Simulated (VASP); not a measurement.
Input of a VASP 6.6.1 run:

Contents of INCAR:

```
SYSTEM = ZrC
PREC = Accurate ; ENCUT = 600
EDIFF = 1E-7 ; ISMEAR = 0
SIGMA = 0.1 ; LREAL = .FALSE.
LASPH = .TRUE. ; NELM = 100
ALGO = Fast ; ISIF = 3
LWAVE = .FALSE. ; LCHARG = .FALSE.
GGA = CA ; IBRION = 2
NSW = 100 ; EDIFFG = -0.005
```

Contents of KPOINTS:

```
regular mesh
0
G
  16 16 16
  0 0 0
```

POSCAR

```
ZrC
1.0
    0.0000000000      2.3207599043      2.3207599043
    2.3207599043      0.0000000000      2.3207599043
    2.3207599043      2.3207599043      0.0000000000
Zr C
1 1
Direct
    0.5000000000      0.5000000000      0.5000000000
    0.0000000000      0.0000000000      0.0000000000
```

Potentials or basis: VASP PAW LDA potentials, release 64 (Zr_sv, C).

The run is started by

```console
$ cat potpaw_LDA.64/Zr_sv/POTCAR potpaw_LDA.64/C/POTCAR > POTCAR
$ mpirun -np 1 vasp_std > vasp.out
```

(1) Estimate the band gap on the k mesh.

(2) Estimate the space group after relaxing (to 0.05 Å).

Results:

(1) none (metal or under the smearing width).

(2) Fm-3m (No. 225).
